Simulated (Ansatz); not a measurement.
# TiB2 (P6/mmm) in Ansatz: a series of runs, part 2 of 2

Ansatz 0.2.0.

## 3. Relaxation of cell and atoms, PBE+U

The input, input.yaml:

```yaml
crystal:
  lattice:
    - [3.0292, 0.0, 0.0]
    - [-1.5146, 2.6233641531, 0.0]
    - [0.0, 0.0, 3.2284]
  atoms:
    - { symbol: Ti, position: [0.0, 0.0, 0.0] }
    - { symbol: B, position: [0.6666666667, 0.3333333333, 0.5] }
    - { symbol: B, position: [0.3333333333, 0.6666666667, 0.5] }
hamiltonian:
  xc: pbe
  pseudopotentials: { kind: paw }
  hubbard: { sites: [{ species: Ti, l: d, u_eff: 3.0 }] }
kpoints:
  mp_grid: { grid: [10, 10, 8] }
scf:
  occupations: { method: fermi_dirac, width: 0.05 }
output:
  forces: true
  stress: true
  eigenvalues: true
relax:
  f_tol: 0.01
  max_steps: 40
  cell: { stress_tol: 0.05 }
```

Potentials or basis: Ansatz PAW.

Run with:

```sh
$ ansatz run input.yaml --threads 2 --pin off --max-ram 5632MiB --backend cpu --events-out ev --progress --plain --runs-dir out
```

Standard output:

```text
Warning: RAYON_NUM_THREADS=2 ignored (pool sized by the plan → 2); use --threads N
Ti: projections on atomic orbitals take those of the free atom [Ne] 3s2 3p6 3d2 4s2, of charge +0.00 (hamiltonian.pseudopotentials.projection_atoms); the dataset's partial waves leave at most 4.1e-7 of an orbital's norm unspanned inside its sphere
B: projections on atomic orbitals take those of the free atom [He] 2s2 2p1, of charge +0.00 (hamiltonian.pseudopotentials.projection_atoms); the dataset's partial waves leave at most 3.0e-9 of an orbital's norm unspanned inside its sphere
Engine: ansatz 0.2.0, x86_64-unknown-linux-gnu
Pseudopotentials: kind: paw
Pseudopotential: Ti, paw, valence charge 12, recommended cutoff 420 eV (normal), Ti.paw.azcp
Pseudopotential: B, paw, valence charge 3, recommended cutoff 420 eV (normal), B.paw.azcp
Functional definition: PBE
  parameter kappa = 0.804
  parameter beta = 0.06672455060314922
  exchange = pbe_x(kappa = kappa, mu = beta*pi^2/3)
  correlation = pbe_c(beta = beta)
Crystal: 3 atoms, lattice volume = 25.655 Å³
[... 88 lines left out ...]
       -0.014081       0.000000      -0.000000
       -0.000000      -0.014081      -0.000000
       -0.000000      -0.000000       0.041867
  P = ⅓ Tr σ = 0.0046 GPa (0.046 kbar)
--- Band table (eV; the first three rows and the last of 70) ---
  k-point 0: bands = ["-42.4134", "-18.7566", "-18.4325", "-18.4325", "1.6089", "12.6402", "12.6824", "12.6824", "13.3433", "17.1807", "17.1807", "18.7357", "18.7357"]
  k-point 1: bands = ["-42.4114", "-18.7824", "-18.4304", "-18.4304", "1.8075", "11.2574", "12.8408", "12.8408", "14.5107", "16.7220", "16.7220", "18.4009", "18.4009"]
  k-point 2: bands = ["-42.4062", "-18.8444", "-18.4255", "-18.4255", "2.3565", "9.5552", "13.3036", "13.3036", "15.6947", "15.9527", "15.9527", "17.5377", "17.5377"]
  k-point 69: bands = ["-42.3444", "-18.8357", "-18.7050", "-18.6334", "6.2125", "7.2201", "9.4417", "11.7638", "12.1513", "17.7967", "19.0077", "19.1787", "19.4315"]
Occupation matrices written to <dir>
--- Relaxed structure (3 steps of the walk, 3 accepted, 1 SCFs on fresh bases) ---
  F+E_penalty+E_count = -2811.63651989 eV   max|allowed force component| = 3.146e-16 eV/Å   (the final SCF, on the basis selected at the relaxed cell)
  cell:  # Å, volume = 25.9810 Å³
    - [3.034914964016697, -2.373695779585392e-33, 4.9451995408029e-35]
    - [-1.5174574820083484, 2.6283134571639954, -7.469046271039643e-35]
    - [5.270395549208183e-35, -6.148794807409546e-35, 3.257111009341124]
  atoms:
    - { symbol: Ti, position: [7.79270818015577e-35, 4.2825130963573054e-35, -2.895501144075766e-85] }
    - { symbol: B, position: [0.6666666666666665, 0.33333333333333326, 0.5] }
    - { symbol: B, position: [0.33333333333333326, 0.6666666666666665, 0.5] }
```

Run time: 5.9 s. Hardware: 2 threads of Intel Xeon at 2.70GHz, shared host; peak memory 0.37 GiB.

Results:

- Free energy: -2811.6365 eV
- Relaxed volume: 8.66 Å³/atom
- Relaxed cell: a = 3.035 Å, b = 3.035 Å, c = 3.257 Å, α = 90.00°, β = 90.00°, γ = 120.00°
- Space group after relaxing (to 0.05 Å): P6/mmm (No. 191)
- Energy gained by relaxing: 1.3 meV/atom
- Ionic steps: 4
- Pressure after relaxing: 0.0 GPa
- Band gap on the k mesh: none (metal or under the smearing width)

The path:
| step | energy change (eV) | largest force (eV/Å) | volume (Å³) |
| --- | --- | --- | --- |
| 1 | 0.0000 | 0.0000 | 25.66 |
| 2 | -0.0033 | 0.0000 | 25.92 |
| 3 | -0.0034 | 0.0000 | 25.98 |
| 4 | -0.0038 | 0.0000 | 25.98 |

Final structure:
```cif
data_structure
_symmetry_space_group_name_H-M 'P 1'
_symmetry_Int_Tables_number 1
_cell_length_a 3.0349
_cell_length_b 3.0349
_cell_length_c 3.2571
_cell_angle_alpha 90.000
_cell_angle_beta 90.000
_cell_angle_gamma 120.000
_cell_volume 25.98
loop_
_atom_site_label
_atom_site_type_symbol
_atom_site_fract_x
_atom_site_fract_y
_atom_site_fract_z
_atom_site_occupancy
Ti1 Ti 0.00000 0.00000 0.00000 1
B1 B 0.66667 0.33333 0.50000 1
B2 B 0.33333 0.66667 0.50000 1
```

Levels at points of the mesh, in eV from the Fermi level:
```
             k point  band 7  band 8  band 9  band 10  band 11  band 12
  (0.00, 0.00, 0.00)   -2.59   -2.59   -1.93     1.91     1.91     3.46
 (0.00, 0.00, -0.50)   -0.67   -0.67   -0.08    -0.08     0.45     0.45
 (0.00, -0.50, 0.00)   -3.40   -3.24   -2.12     1.37     2.67     3.07
(0.00, -0.50, -0.50)   -4.63   -3.83   -3.42     2.48     2.84     4.23
```

Eigenvalues of the final occupation matrices:
```tsv
site	spin	trace	eigenvalues
site 1	1	1.40	0.25 0.27 0.27 0.30 0.30
```

Caveat: the plane-wave basis is chosen anew once the cell has moved, so the energies of steps on either side of that aren't comparable; U without spin polarisation on a metal has little footing; the U is typed as a test and isn't derived for this compound. Zero-point motion and thermal expansion aren't in these numbers.

## 4. Single point, PBE

Edit input.yaml of step 3 so:

```diff
@@ -12,3 +12,2 @@
   pseudopotentials: { kind: paw }
-  hubbard: { sites: [{ species: Ti, l: d, u_eff: 3.0 }] }
 kpoints:
@@ -17,2 +16,4 @@
   occupations: { method: fermi_dirac, width: 0.05 }
+basis:
+  ecutwfc: "800 eV"
 output:
@@ -21,5 +22,5 @@
   eigenvalues: true
-relax:
-  f_tol: 0.01
-  max_steps: 40
-  cell: { stress_tol: 0.05 }
+  write_density: true
+  write_potential: true
+  elf: true
+  volumetric_format: npy
```

Run with:

```sh
$ ansatz run input.yaml --threads 2 --pin off --max-ram 5632MiB --backend cpu --events-out ev --progress --plain --runs-dir out
```

Wall time 1.9 s (2 threads of Intel Xeon at 2.70GHz, shared host); peak memory 0.4 GiB.

Results (log left out):

```
Free energy            : -2814.6943 eV
Pressure               : 0.3 GPa
Band gap on the k mesh : none (metal or under the smearing width)
```

Stress tensor (GPa, compression positive):
```
0.44 0.00 0.00
0.00 0.44 0.00
0.00 0.00 0.02
```

Levels at points of the mesh, in eV from the Fermi level:
| k point | band 5 | band 6 | band 7 | band 8 | band 9 | band 10 | band 11 | band 12 | band 13 |
| --- | --- | --- | --- | --- | --- | --- | --- | --- | --- |
| (0.00, 0.00, 0.00) | -13.45 | -2.55 | -2.55 | -2.27 | -2.06 | 1.96 | 1.96 | 3.71 | 3.71 |
| (0.00, 0.00, -0.50) | -11.53 | -7.55 | -0.50 | -0.50 | -0.12 | -0.12 | 0.49 | 0.49 | 1.70 |
| (0.00, -0.50, 0.00) | -9.31 | -9.18 | -3.21 | -3.17 | -2.21 | 1.40 | 2.80 | 3.28 | 3.42 |
| (0.00, -0.50, -0.50) | -9.70 | -7.49 | -4.58 | -3.77 | -3.09 | 2.55 | 2.98 | 4.53 | 4.64 |

## 5. The runs side by side

| task | level | U | cell | cutoff (eV) | hubbard projectors | double counting | gap on the mesh (eV) | pressure (GPa) | relaxed volume (Å³/atom) |
| --- | --- | --- | --- | --- | --- | --- | --- | --- | --- |
| relaxation of cell and atoms | LDA+U | Ti d U = 8 eV | relaxed | 420 | ortho-atomic (the default) | fll (the default) | none | 0.0 | 8.46 |
| relaxation of cell and atoms | PBE+U | Ti d U = 3 eV | relaxed | 420 | ortho-atomic (the default) | fll (the default) | none | 0.0 | 8.66 |
| single point | PBE | - | as given | 800 | - | - | none | 0.3 | - |

Alike in all rows: potentials or basis Ansatz PAW; no spin polarisation; k mesh 10 × 10 × 8; smearing fermi-dirac 0.05 eV.

Caveats: the plane-wave basis is chosen anew once the cell has moved, so the energies of steps on either side of that aren't comparable (some runs); U without spin polarisation on a metal has little footing (some runs); the U is typed as a test and isn't derived for this compound (some runs); the PAW data sets come from PBE, with cores solved anew for the run's functional, which leaves a small shift of forces and pressure (some runs).

Absolute energies hang on the potentials; compare differences alone.
